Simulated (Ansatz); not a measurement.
Here is an Ansatz 0.2.0 calculation.

The input input.yaml:

```yaml
crystal:
  lattice:
    - [-1.4844496776, 1.4844496776, 1.4844496776]
    - [1.4844496776, -1.4844496776, 1.4844496776]
    - [1.4844496776, 1.4844496776, -1.4844496776]
  atoms:
    - { symbol: Cr, position: [0.0, 0.0, 0.0], spin: 3.0, spin_axis: [0.57735, 0.57735, 0.57735] }
kpoints:
  mp_grid: { grid: [9, 9, 9] }
  band_path:
    path:
      - [0.0, 0.0, 0.0]
      - [0.5, -0.5, 0.5]
      - [0.0, 0.0, 0.5]
      - [0.0, 0.0, 0.0]
      - [0.25, 0.25, 0.25]
      - [0.5, -0.5, 0.5]
    npoints: 12
scf:
  occupations: { method: gaussian, width: 0.1 }
hamiltonian:
  xc: pbe
  dispersion: d3bjatm
  pseudopotentials: { kind: all_electron, lapw: { basis_error: 0.001 } }
  hubbard:
    sites: [{ species: Cr, l: d, u_eff: 5 }]
    double_counting: fll
    projectors: atomic
magnetization:
  noncollinear: true
output:
  forces: true
  stress: true
  eigenvalues: true
  fatbands: true
  dos: { projected: true, de: 0.1, e_range: [-14, 6] }
  populations: true
  hubbard: {}
```

Potentials or basis: all-electron LAPW, scalar-relativistic.

The run is started by

```sh
$ ansatz run input.yaml --threads 2 --pin off --max-ram 6144MiB --backend cpu --events-out ev --progress --plain --runs-dir out
```

Q: Predict the net moment.

A: 4.58 μB per cell.

Q: Estimate the pressure.

A: 91.1 GPa.

Levels at the corners of the path, in eV from the Fermi level:
```
point  band 10  band 11  band 12  band 13  band 14  band 15  band 16  band 17  band 18  band 19
    Γ    -7.77    -4.48    -4.48    -4.48    -2.36    -2.36     3.37     3.37     3.37     5.02
    H    -9.05    -0.85    -0.85    -0.85     0.21     0.21     6.31     6.31     6.31     7.11
    N    -6.32    -2.34    -1.97    -1.53    -0.44     0.02     0.48     1.98     5.06     5.41
    Γ    -7.77    -4.48    -4.48    -4.48    -2.36    -2.36     3.37     3.37     3.37     5.02
    P    -6.49    -6.49    -1.90    -1.90     1.28     1.28     1.28     5.48     5.48     7.31
    H    -9.05    -0.85    -0.85    -0.85     0.21     0.21     6.31     6.31     6.31     7.11
```

Caveat: the magnetic state may not be the lowest; a pressure of tens of GPa on the cell as given is suspect, and the run, the potentials or the cell itself is likely at fault; the k mesh is thin for a metal, which can move the energy by tens of meV per atom; pairwise dispersion overbinds metals, which lowers pressure and volume; the U is typed as a test and isn't derived for this compound. The state reached can hang on the start; a lower one may exist.
